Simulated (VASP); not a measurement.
Write the native input for VASP 6.6.1 that does the following.

| Item | Value |
| --- | --- |
| Task | band structure |
| Functional | PBE |
| Potentials or basis | VASP PAW PBE potentials, release 64 (Ti_sv, O) |
| Cutoff | 520 eV |
| k mesh | 8 × 8 × 10 |
| Occupations | gaussian, width 0.02 eV |
| Spin | no spin polarisation |
| Further INCAR settings | ALGO = Fast; EDIFF = 1e-06; NBANDS = 33 |

The system is TiO2 (Anatase).

```
Ti O
1.0
    -1.89210    1.89210    4.75730
     1.89210   -1.89210    4.75730
     1.89210    1.89210   -4.75730
Ti O
2 4
Direct
  0.75000 0.25000 0.50000
  0.00000 0.00000 0.00000
  0.79190 0.79190 0.00000
  0.54190 0.04190 0.50000
  0.95810 0.45810 0.50000
  0.20810 0.20810 0.00000
```

One way to write it, as run:

POSCAR

```
TiO2
1.0
   -1.8921000000      1.8921000000      4.7573000000
    1.8921000000     -1.8921000000      4.7573000000
    1.8921000000      1.8921000000     -4.7573000000
Ti O
2 4
Direct
    0.7500000000      0.2500000000      0.5000000000
    0.0000000000      0.0000000000      0.0000000000
    0.7919000000      0.7919000000      0.0000000000
    0.5419000000      0.0419000000      0.5000000000
    0.9581000000      0.4581000000      0.5000000000
    0.2081000000      0.2081000000      0.0000000000
```

INCAR.step1

```
  PREC = Accurate
  ENCUT = 520
  EDIFF = 1E-6
  ISMEAR = 0
  SIGMA = 0.02
  LREAL = False
  LASPH = True
  NELM = 100
  ALGO = Fast
  ISIF = 2
  LWAVE = False
  LCHARG = True
  LMAXMIX = 4
  GGA = PE
  NBANDS = 33
```

KPOINTS.step1

```
regular mesh
0
Gamma
  8 8 10
```

INCAR.step2

```
  PREC = Accurate
  ENCUT = 520
  EDIFF = 1E-6
  ISMEAR = 0
  SIGMA = 0.05
  LREAL = False
  LASPH = True
  NELM = 100
  ALGO = Fast
  ISIF = 2
  LWAVE = False
  LCHARG = False
  LMAXMIX = 4
  GGA = PE
  NBANDS = 33
  ICHARG = 11
```

KPOINTS.step2

```
path GXYSGZS1NPY1Z,XP
20
line-mode
reciprocal
 0.0000000000  0.0000000000  0.0000000000  G
-0.5000000000  0.5000000000  0.0000000000  X

-0.5000000000  0.5000000000  0.0000000000  X
-0.5000000000  0.5000000000 -0.0790928267  Y

-0.5000000000  0.5000000000 -0.0790928267  Y
-0.2895464134  0.2895464134 -0.2895464134  S

-0.2895464134  0.2895464134 -0.2895464134  S
 0.0000000000  0.0000000000  0.0000000000  G

 0.0000000000  0.0000000000  0.0000000000  G
 0.5000000000  0.5000000000 -0.5000000000  Z

 0.5000000000  0.5000000000 -0.5000000000  Z
 0.2895464134  0.7104535866 -0.7104535866  S1

 0.2895464134  0.7104535866 -0.7104535866  S1
 0.0000000000  0.5000000000 -0.5000000000  N

 0.0000000000  0.5000000000 -0.5000000000  N
-0.2500000000  0.7500000000 -0.2500000000  P

-0.2500000000  0.7500000000 -0.2500000000  P
 0.0790928267  0.9209071733 -0.5000000000  Y1

 0.0790928267  0.9209071733 -0.5000000000  Y1
 0.5000000000  0.5000000000 -0.5000000000  Z

-0.5000000000  0.5000000000  0.0000000000  X
-0.2500000000  0.7500000000 -0.2500000000  P
```

Potentials or basis: VASP PAW PBE potentials, release 64 (Ti_sv, O).

The run is started by

```bash
$ cat potpaw_PBE.64/Ti_sv/POTCAR potpaw_PBE.64/O/POTCAR > POTCAR
$ cp INCAR.step1 INCAR
$ cp KPOINTS.step1 KPOINTS
$ mpirun -np 1 vasp_std > vasp.out
$ cp INCAR.step2 INCAR
$ cp KPOINTS.step2 KPOINTS
$ mpirun -np 1 vasp_std > vasp.out
```

Results of the run:

| Item | Value |
| --- | --- |
| Band gap on the k mesh | 2.11 eV, indirect (least direct gap 2.51 eV) |
| Band gap along the path | 2.10 eV, indirect (least direct gap 2.44 eV) |

Caveat: the log is that of the step along the path at fixed density, whose energy, stress, charges and moments have no meaning.

Wall time 35 min on 1 thread of Intel(R) Xeon(R) Platinum 8488C (Sapphire Rapids), with other jobs on the host, peak memory 0.51 GiB.
